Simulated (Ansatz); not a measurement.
Runs of Ansatz 0.2.0 on MnS. It takes space group F-43m (No. 216, cubic). The conventional cell has a = 4.947 Å, b = 4.947 Å, c = 4.947 Å, α = 90.00°, β = 90.00°, γ = 90.00°. Around Mn (site symmetry -43m) lie 4 S at 2.14 Å. S (site symmetry -43m) has 4 Mn at 2.14 Å as nearest neighbours. The cell is a database's computed one.

```tsv
task	level	potentials or basis	spin	U	fixed moment (μB)	cell	k mesh	cutoff (eV)	smearing	hubbard projectors	points for each segment of the path	double counting	q mesh	other keys	mesh quality	gap on the mesh (eV)	pressure (GPa)	moment (μB)	largest force (eV/Å)
band structure	PBEsol+U	JTH PAW	collinear, ferromagnetic start	Mn d U = 1 eV	-	atoms moved at random, drawn with an rms of 0.1 Å	7 × 7 × 7	1290	tetrahedron	all-electron-ortho-atomic	14	fll (the default)	-	-	not flagged	none	24.4	3.24	1.71
band structure	SVWN5	PseudoDojo standard (LDA files)	collinear, ferromagnetic start	-	-	as given	9 × 9 × 9	1306	gaussian 0.02 eV	-	14	-	-	-	not flagged	none	(c)	0.29	-
density of states	r2SCAN+D3(BJ)-ATM+U	Ansatz PAW earlier set	collinear, ferromagnetic start	Mn d U = 3.0 eV	-	as given	9 × 9 × 9	720	cold 0.025 eV	all-electron-ortho-atomic	-	fll (the default)	-	hamiltonian.dispersion = d3bjatm	not flagged	none	56.4	4.67	-
single point	PBE	Ansatz PAW	collinear, ferromagnetic start	-	-	as given	9 × 9 × 9	420	fermi-dirac 0.05 eV	-	-	-	-	-	not flagged	none	3.0	0.22	-
relaxation of cell and atoms	RPBE+U	JTH PAW	collinear, ferromagnetic start	Mn d U = 6 eV	-	relaxed	9 × 9 × 9	1290	fermi-dirac 0.1 eV	ortho-atomic (the default)	-	fll (the default)	-	-	not flagged	(b)	0.0	5.00	-
projected density of states	revPBE+U	Ansatz NC with PseudoDojo standard (PBE files)	collinear, ferromagnetic start	Mn d U = 1 eV	-	as given	9 × 9 × 9	1306	cold 0.15 eV	ortho-atomic	-	fll (the default)	-	-	not flagged	none	34.1	3.50	-
density of states	PBEsol+D4+U	Ansatz PAW	collinear, ferromagnetic start	Mn d U = 1 eV	1	as given	9 × 9 × 9	420	fermi-dirac 0.05 eV	atomic	-	fll	-	-	not flagged	-	-3.8	1.00	-
single point	PBE+D3(BJ)-ATM+U	SPMS NC	collinear, ferromagnetic start	Mn d U = 5.3 eV	-	as given	9 × 9 × 9	1007	methfessel-paxton 0.1 eV	all-electron-ortho-atomic	-	fll (the default)	-	scf.initial_density.chi_scale = 0	not flagged	none	61.6	4.86	-
electron localisation function	r2SCAN+U	SPMS NC	collinear, zero start	Mn d U = 3.5 eV	-	atoms moved at random, drawn with an rms of 0.1 Å	7 × 7 × 7	1007	methfessel-paxton 0.005 eV	all-electron-atomic	-	fll (the default)	-	scf.occupations.method = methfessel_paxton; …	not flagged	none	55.0	4.41	3.76
phonons	PBEsol+D3(BJ)-ATM+U	Ansatz PAW polarizable	collinear, ferromagnetic start	Mn d U = 1 eV	-	as given	6 × 6 × 6	420	fermi-dirac 0.1 eV	atomic	8	fll (the default)	2 × 2 × 2	-	coarse	none	-	(a)	-
```

Estimate the missing entries.

(a) 0.27; (b) 1.37; (c) -7.2.

Caveats: some runs use coarse meshes; the magnetic or orbital state may not be the lowest (some runs); a cell with one magnetic atom can't hold antiferromagnetic order, which such compounds often take (some runs); the moment fell far below its start of 4 μB, so a state of higher moment may lie lower in energy (some runs); a pressure of tens of GPa on the cell as given is suspect, and the run, the potentials or the cell itself is likely at fault (some runs); pairwise dispersion overbinds metals, which lowers pressure and volume (some runs); the PAW data sets come from PBE, with cores solved anew for the run's functional, which leaves a small shift of forces and pressure (some runs); semilocal functionals often make such compounds metallic where correlation or magnetic order opens a gap, which also shifts bond lengths (some runs).

A gap of «none» marks a metal or a gap under the smearing width.
